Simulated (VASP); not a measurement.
Write the native input for VASP 6.6.1 that does the following.

```yaml
Task: relaxation of cell and atoms
Functional: PBE
Potentials_or_basis: VASP PAW PBE potentials, release 64 (Au_sv_GW)
Cutoff: 600 eV
k_mesh: 7 × 7 × 7
Occupations: fermi-dirac, width 0.05 eV
Spin: no spin polarisation
Further_INCAR_settings: ALGO = Fast; EDIFF = 1e-06; IBRION = 2; EDIFFG = -0.01; NSW = 60; ISIF = 3
```

The structure of Au lies in POSCAR:

```
Au
1.0
    3.9819500000      0.0000000000      0.0000000000
    0.0000000000      3.9819500000      0.0000000000
    0.0000000000      0.0000000000      3.9819500000
Au
3
Direct
    0.5000000000      0.0000000000      0.0000000000
    0.0000000000      0.5000000000      0.0000000000
    0.0000000000      0.0000000000      0.5000000000
```

The cell was built by a generator and needn't be a form met in nature.

The input as run:

INCAR

```
ALGO     = Fast           # electronic algorithm
EDIFF    = 1E-6           # SCF threshold, eV
EDIFFG   = -0.01          # ionic threshold
ENCUT    = 600            # plane-wave cutoff, eV
GGA      = PE             # functional
IBRION   = 2              # ionic algorithm
ISIF     = 3              # what is computed and relaxed
ISMEAR   = -1             # smearing method
LASPH    = T              # aspherical terms in the spheres
LCHARG   = F              # write CHGCAR
LREAL    = F              # projectors in reciprocal space
LWAVE    = F              # write WAVECAR
NELM     = 80             # most SCF steps
NSW      = 60             # ionic steps
PREC     = Accurate       # precision mode
SIGMA    = 0.05           # smearing width, eV
```

KPOINTS

```
k-points
0
Gamma
  7 7 7
```

Potentials or basis: VASP PAW PBE potentials, release 64 (Au_sv_GW).

The run is started by

```sh
$ cat potpaw_PBE.64/Au_sv_GW/POTCAR > POTCAR
$ mpirun -np 1 vasp_std > vasp.out
```

Results of the run:

```
Pressure after relaxing : 0.0 GPa
Band gap on the k mesh  : none (metal or under the smearing width)
```

Caveat: the relaxation stopped at its first step, so nothing moved.

Run time: 44 s on 1 thread of Intel(R) Xeon(R) 6975P-C (Granite Rapids) (shared host), peak memory 0.19 GiB.
